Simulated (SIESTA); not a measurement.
The system is Cs2AgBiBr6.

```
Bi Cs Ag Br
1.0
     0.00000    5.61610    5.61610
     5.61610    0.00000    5.61610
     5.61610    5.61610    0.00000
Bi Cs Ag Br
1 2 1 6
Direct
  0.00000 0.00000 0.00000
  0.75000 0.75000 0.75000
  0.25000 0.25000 0.25000
  0.50000 0.50000 0.50000
  0.74945 0.74945 0.25055
  0.25055 0.25055 0.74945
  0.74945 0.25055 0.25055
  0.74945 0.25055 0.74945
  0.25055 0.74945 0.74945
  0.25055 0.74945 0.25055
```

| Property | Result |
| --- | --- |
| Program | SIESTA 5.4.2 |
| Task | single point |
| Functional | PBEsol |
| Potentials or basis | PseudoDojo 0.4 standard (PBEsol files) |
| Basis | DZP (energy shift 0.003 Ry; two zetas on semicore shells; d shell added on Cs) |
| Grid cutoff | 800 Ry |
| Energy shift | 0.003 Ry |
| k mesh | 4 × 4 × 4 |
| Occupations | fermi-dirac, width 0.05 eV |
| Spin | no spin polarisation |

On this cell: pressure 0.3 GPa; largest force 0.445 eV/Å; band gap on the k mesh 1.23 eV, indirect (least direct gap 2.41 eV).

The same run follows on a disturbed copy (atoms moved at random, drawn with an rms of 0.05 Å):

```
CELL_PARAMETERS angstrom
0.00000 5.61610 5.61610
5.61610 0.00000 5.61610
5.61610 5.61610 0.00000
ATOMIC_POSITIONS crystal
Bi 0.00244 0.00204 0.00340
Cs 0.74197 0.75175 0.75549
Cs 0.25557 0.25262 0.25079
Ag 0.50693 0.49380 0.50153
Br 0.74614 0.75144 0.25183
Br 0.25567 0.25274 0.74755
Br 0.75062 0.25246 0.24861
Br 0.75628 0.25283 0.74522
Br 0.25279 0.74514 0.75011
Br 0.24985 0.75142 0.24564
```

Q: What changes?

A: The energy moves by +1.8 meV/atom; pressure 0.3 GPa; largest force 0.802 eV/Å; band gap on the k mesh 1.20 eV, indirect (least direct gap 2.36 eV).

Forces on the atoms (eV/Å):
```
Bi  -0.380 -0.332 -0.092
Cs  -0.017  0.012  0.024
Cs  -0.005 -0.013 -0.016
Ag   0.102 -0.065  0.049
Br   0.004 -0.015 -0.270
Br  -0.007 -0.003  0.299
Br   0.529 -0.007  0.003
Br  -0.001 -0.366 -0.001
Br  -0.234 -0.013  0.008
Br   0.010  0.802 -0.004
```

Stress tensor (GPa, compression positive):
```
 0.23 -0.01 -0.01
-0.01  0.63  0.00
-0.01  0.00  0.06
```

Caveats: short orbitals over semicore shells can move pressures by several GPa; spin-orbit coupling is left out, which as a rule narrows the gap of such compounds by several tenths of an eV; the basis of atomic orbitals isn't converged, which shifts pressures, moduli and gaps.

A k mesh can miss the band edges.
